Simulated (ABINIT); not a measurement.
MgH2:

```
Mg H
1.0
     0.00000    2.38107    2.38107
     2.38107    0.00000    2.38107
     2.38107    2.38107    0.00000
Mg H
1 2
Direct
  0.00000 0.00000 0.00000
  0.25000 0.25000 0.25000
  0.75000 0.75000 0.75000
```

Measurements of this composition are mostly on another form, of space group No. 136.

```yaml
Program: ABINIT 10.8.3 (patched build)
Task: single point
Functional: PBE
Potentials_or_basis: JTH PAW PBE v2.0
Cutoff: 680 eV
k_mesh: 10 × 10 × 10
Occupations: fermi-dirac, width 0.05 eV
Spin: no spin polarisation
```

On this cell: pressure 0.0 GPa; largest force zero by symmetry; band gap on the k mesh none (metal or under the smearing width).

The same run follows on a disturbed copy (atoms moved at random, drawn with an rms of 0.05 Å):

```
Mg H
1.0
     0.00000    2.38107    2.38107
     2.38107    0.00000    2.38107
     2.38107    2.38107    0.00000
Mg H
1 2
Direct
  0.98390 0.00340 0.02629
  0.26239 0.24177 0.22499
  0.75565 0.76815 0.74965
```

Problem. What changes?

Solution. The energy (extrapolated to zero smearing) moves by +13.2 meV/atom; pressure 0.4 GPa; largest force 0.424 eV/Å; band gap on the k mesh none (metal or under the smearing width).

Forces in eV/Å, atoms in the order of the input:
```
Mg  -0.263 -0.086  0.144
H    0.403  0.118  0.061
H   -0.140 -0.032 -0.205
```

Stress tensor (GPa, compression positive):
```
 0.45  0.39 -0.15
 0.39  0.42  0.49
-0.15  0.49  0.40
```
